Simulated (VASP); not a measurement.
Runs of VASP 6.6.1 on I. The structure is orthorhombic, space group Cmce (No. 64). The conventional cell has a = 7.270 Å, b = 4.790 Å, c = 9.793 Å, α = 90.00°, β = 90.00°, γ = 90.00°. I (site symmetry m) is surrounded by 1 I at 2.68 Å. 

```tsv
task	level	k mesh	smearing	ladder	gap on the mesh (eV)	pressure (GPa)	largest force (eV/Å)
band structure	TB-mBJ	8 × 8 × 4	gaussian 0.02 eV	gaps	1.63	-	-
band structure	PBE	8 × 8 × 4	gaussian 0.02 eV	gaps	1.30	1.8	(a)
single point	PBEsol	7 × 7 × 3	fermi-dirac 0.05 eV	free	1.29	0.1	0.76
band structure	r2SCAN	8 × 8 × 4	gaussian 0.02 eV	gaps	1.51	1.2	(b)
```

Alike in all rows: potentials or basis VASP PAW PBE potentials, release 64 (I); no spin polarisation; cell as given; cutoff (eV) 520.

Q: Estimate the missing entries.

A: (a) 0.84; (b) 0.63.

Caveats: spin-orbit coupling is left out, which moves the levels of the heavy elements; the PAW data sets were made with another functional, which shifts forces and pressure a little (some runs); an odd mesh through Γ misses points on the zone boundary, where band edges often lie (some runs).

A k mesh can miss the band edges, and the runs leave out spin-orbit coupling on I.

Not every run made on this cell is shown here.
